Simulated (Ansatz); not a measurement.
# HfO$_{2}$: moving O off its site

HfO$_{2}$, P4_2/nmc, a = 3.604 Å, c = 5.264 Å. This isn't the usual stable structure of the compound. Ansatz: PBE, PAW, 420 eV, Γ-centred 6×6×4 mesh on 6 atoms, Gaussian smearing 0.05 eV; no spin polarisation.

```
CELL_PARAMETERS angstrom
3.60430 0.00000 0.00000
0.00000 3.60430 0.00000
0.00000 0.00000 5.26397
ATOMIC_POSITIONS crystal
Hf 0.50000 0.50000 0.50000
Hf 0.00000 0.00000 0.00000
O 0.00000 0.50000 0.69325
O 0.50000 0.00000 0.80675
O 0.50000 0.00000 0.30675
O 0.00000 0.50000 0.19325
```

Atom 3 (O) moves by x along the unit vector (-0.871, 0.000, -0.492), with its periodic images; all else is held. y is the free energy of the cell over the start, F the force along the path summed over the moved atoms.

| x (Å) | y (meV) | F (eV/Å) |
| --- | --- | --- |
| -0.200 | 282.5 | 2.62 |
| -0.160 | 186.1 | 2.19 |
| -0.120 | ? | ? |
| -0.080 | 49.5 | 1.20 |
| -0.040 | 12.8 | 0.63 |
| 0.000 | 0.0 | 0.00 |
| 0.080 | 57.0 | -1.48 |
| 0.120 | 133.4 | -2.36 |
| 0.160 | 247.4 | -3.36 |
| 0.200 | 404.2 | -4.51 |

Fit y = c2 x² + c3 x³ + c4 x⁴ to the energies of the other rows, give the force constant, and predict energy and force of the missing row.

Least squares on the rows shown. y = 8251.9 x² + 7577.2 x³ + 8302.4 x⁴. The force constant is 2 c2 = 16.5 eV/Å² (for all images moving together, not for a lone atom). The force −dy/dx at the missing row is 1.71 eV/Å (computed 1.72). At x = -0.120 the fit asked for gives 107.5 meV. The run gave 107.9 meV, so the fit is 0.4 meV too low, within twice the rms miss on the fitted rows (0.3 meV).

Spin–orbit coupling is left out, which can shift energies with elements as heavy as these.

Cost: 10 runs of about 2 core-minutes in all, on Arm Neoverse V2 (shared hosts).